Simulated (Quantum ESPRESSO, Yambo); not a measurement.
# AlN (F-43m): G0W0 on several meshes in Yambo, part 2 of 2

How does the mesh move the gap of AlN (F-43m)?

Quantum ESPRESSO 7.5 and Yambo 5.3.0; PBE and many-body steps on it, plane waves. Known limits of the many-body steps: not at the basis limit; coarse k mesh.

So far. Step 4 (6×6×6): The gap on the mesh goes from 3.32 eV to 4.40 eV, a correction of +1.07 eV. Step 5 (Empty states on the mesh, 4×4×4 mesh, 58 bands): On this mesh the gap is 3.325 eV.

**6. Conversion and set-up**

This step: Yambo 5.3.0; conversion and set-up on PBE, plane waves, norm-conserving pseudopotentials.

Launch:

```sh
> (cd o/x.save; p2y > p2y.log; mv SAVE ../..); yambo > setup.log
```

Log:

```text
 Yambo, version 5.3.0

 [02] CORE Variables Setup
 =========================

  [02.01] Unit cells
  ==================

  Cell kind             :  FCC
  Atoms in the cell     :  Al  N
  number of Al atoms    :  1
  number of N  atoms    :  1

  List of atomic masses
  Mass of Al    :  26.98200
  Mass of N     :  14.00700

  List of atomic coordinates    : [cc]
  Al1       :  0.000000  0.000000  0.000000  order 1
  N1       :  6.190725  6.190725  6.190725  order 2

  Alat factors          :  4.127150  4.127150  4.127150 [a.u.]
  Direct lattice volume :  140.5985 [a.u.]
[...]
==========================================

 IBZ Q-points                                      :   8
 BZ  Q-points                                      :   64

 K/Q-points units:
 rlu = crystal or reduced units; cc = cartesian coordinates; iku = interal k-units

 Q [1]          [rlu]:  0.000000  0.000000  0.000000
 Q [2]          [rlu]: -0.52978E-17 -0.52978E-17  0.25000
 Q [3]          [rlu]:  0.10596E-16  0.10596E-16 -0.50000
[...]
Q [7]          [rlu]: -0.39890E-16 -0.50000     -0.50000
 Q [8]          [rlu]:  0.250000 -0.500000 -0.250000

  [03.01] X indexes
  =================

   [03.01.01] Sigma indexes
   ========================

 [06] Game Over & Game summary
```

It took 2.3 s on 1 MPI rank of Arm Neoverse V1, shared host; peak memory 0.23 GiB.

**7. 4×4×4**

This step: G0W0 on PBE, plane waves, norm-conserving pseudopotentials.

gw11.in reads:

```
HF_and_locXC
gw0
dyson
ppa
em1d
rim_cut
RandQpts= 1000000
RandGvec= 1 RL
EXXRLvcs= 72 Ry
VXCRLvcs= 288 Ry
Chimod= "HARTREE"
% BndsRnXp
 1 | 58 |
%
NGsBlkXp= 10.5 Ry
% LongDrXp
 1 | 1 | 1 |
%
% GbndRnge
 1 | 58 |
%
DysSolver= "n"
ExtendOut
PPAPntXp= 27.21138 eV
% QPkrange
 1 | 1 | 3 | 6 |
 7 | 7 | 3 | 6 |
%
```

Launch:

```sh
> OMP_NUM_THREADS=1 mpirun -n 8 yambo -F gw11.in -J gw11 -C gw11 > gw11.log
```

Log:

```text
 Yambo, version 5.3.0

 [02] CORE Variables Setup
 =========================

  [... cell, symmetries and grids as in the set-up ...]

  [02.05] Energies & Occupations
  ==============================

  [X] === General ===
  [X] Electronic Temperature                        :  0.000000  0.000000 [eV K]
  [X] Bosonic    Temperature                        :  0.000000  0.000000 [eV K]
  [X] Finite Temperature mode                       : no
  [X] El. density                                   :  0.38398E+24 [cm-3]
  [X] Fermi Level                                   :  6.956541 [eV]

  [X] === Gaps and Widths ===
  [X] Conduction Band Min                           :  3.324859 [eV]
  [X] Valence Band Max                              :  0.000000 [eV]
  [X] Filled Bands                                  :   4
  [X] Empty Bands                                   :    5   58
  [X] Direct Gap                                    :  4.192097 [eV]
  [X] Direct Gap localized at k                     :  1
  [X] Indirect Gap                                  :  3.324859 [eV]
  [X] Indirect Gap between kpts                     :   1   7
  [X] Last valence band width                       :  2.697200 [eV]
  [X] 1st conduction band width                     :  4.489928 [eV]

 [03] Transferred momenta grid and indexing
 ==========================================

 IBZ Q-points                                      :   8
 BZ  Q-points                                      :   64

 K/Q-points units:
 rlu = crystal or reduced units; cc = cartesian coordinates; iku = interal k-units

 Q [1]          [rlu]:  0.000000  0.000000  0.000000
 Q [2]          [rlu]: -0.52978E-17 -0.52978E-17  0.25000
 Q [3]          [rlu]:  0.10596E-16  0.10596E-16 -0.50000
[...]
NLCC RL compoments                               :  11575
  PP Number of Atomic Species                      :  2
  NLCC RL compoments                               :  11575

 [xc] E_xc :  -3.460990 [Ha]
      E_xc :  -6.921979 [Ry]

  Local XC kind (lXC) : Perdew, Burke & Ernzerhof(X)+Perdew, Burke & Ernzerhof(C)
  Non-Local XC kind (nlXC) : Hartree-Fock

  Corrections @ K [1] :  [eV]
 <3|nlXC|3> = -20.93503  0.26798E-16 <3|lXC|3> = -16.96897  0.14161E-15
 <4|nlXC|4> = -20.93511 -0.12085E-16 <4|lXC|4> = -16.96897 -0.28323E-15
 <5|nlXC|5> = -7.926791  0.29854E-17 <5|lXC|5> = -12.51951 -0.18882E-15
[...]
Corrections @ K [7] :  [eV]
[...]
<5|nlXC|5> = -4.945165  0.33985E-17 <5|lXC|5> = -9.183708  0.23602E-16
 <6|nlXC|6> = -4.360070  0.18294E-17 <6|lXC|6> = -9.446587 -0.25833E-20

 [08] Dyson equation: Newton solver
 ==================================

  [08.01] G0W0 (W PPA)
  ====================

  [  GW  ] Bands range     :    1   58
  [GW/PPA] G damping       :  0.100000 [eV]

  QP @ state[ 1 ] K range:  1  1
  QP @ state[ 1 ] b range:   3   6
  QP @ state[ 2 ] K range:   7   7
  QP @ state[ 2 ] b range:   3   6

   Sc/G bands                                       :    1   58
   Sc/G damping                                     :  0.100000 ev
   Sc bands terminator                              : no
   Sx RL components                                 :  1471

   QP @ state[ 1 ] K range                          :  1  1
   QP @ state[ 1 ] b range                          :   3   6
   QP @ state[ 2 ] K range                          :   7   7
   QP @ state[ 2 ] b range                          :   3   6
   GF energies kind                                 : Perdew, Burke & Ernzerhof(X)+Perdew, Burke & Ernzerhof(C)
   GF WF`s kind                                     : Perdew, Burke & Ernzerhof(X)+Perdew, Burke & Ernzerhof(C)
   Xs energies kind                                 : Perdew, Burke & Ernzerhof(X)+Perdew, Burke & Ernzerhof(C)
   Xs WF`s kind                                     : Perdew, Burke & Ernzerhof(X)+Perdew, Burke & Ernzerhof(C)

 [11] Game Over & Game summary
```

The job ended after 7.5 s (8 MPI ranks; peak memory 2.2 GiB; 51 s of CPU time).

This step gave:

```yaml
g0w0_gap_on_the_points_computed: 4.369 eV
starting_gap_on_the_mesh: 3.325 eV
k_of_the_valence_top: 0, 0, 0
k_of_the_conduction_bottom: 0, -0.5, -0.5
least_direct_g0w0_gap_on_the_computed_points: 5.519 eV
z_at_the_valence_top: 0.7934
z_at_the_conduction_bottom: 0.8390
```

Against G0W0 in Yambo (6×6×6 mesh, 58 bands, screening to 142.9 eV, Godby-Needs plasmon pole), the gap moves by −0.027 eV.

**8. Side by side**

Times are wall times on 8 MPI ranks of Arm Neoverse V1, shared host, good to a factor of about two.

```tsv
run	mesh	bands	screening cutoff (eV)	DFT gap (eV)	gap on the mesh (eV)	direct (eV)	time
6×6×6	6×6×6	58	142.9	3.325	4.396	5.525	23 s
4×4×4	4×4×4	58	142.9	3.325	4.369	5.519	7.5 s
```

**9. Outcome**

| Property | Result |
| --- | --- |
| 6×6×6 | 4.396 eV |
| 4×4×4 | 4.369 eV |
| known limits | not at the basis limit; coarse k mesh |

What this shows: 4×4×4: −0.027 eV against 6×6×6. Bands and cutoff are finite, so the gap is not at the basis limit. The miss can reach some tenths of an eV and take either sign; the mesh is an error of its own. In the G0W0 runs levels were corrected at 2 k points alone, so a gap called «on the mesh» is the least over those, and an edge elsewhere would be missed.

[Paths, hosts, dates, memory and timing lines, banners, echoed tables and standing remarks are left out of the program output.]

[Logs are printed without paths, hosts, clocks, repeated set-up lines and the standing remarks that a program may print on its own settings, such as how far it seeks lower states.]

[Runs of the session that timed out or met a known fault of the program may be left out.]

[Hosts, paths, dates, database ids (printed as entryN), source tags and the programs' standing remarks are cut or masked in the printed files.]
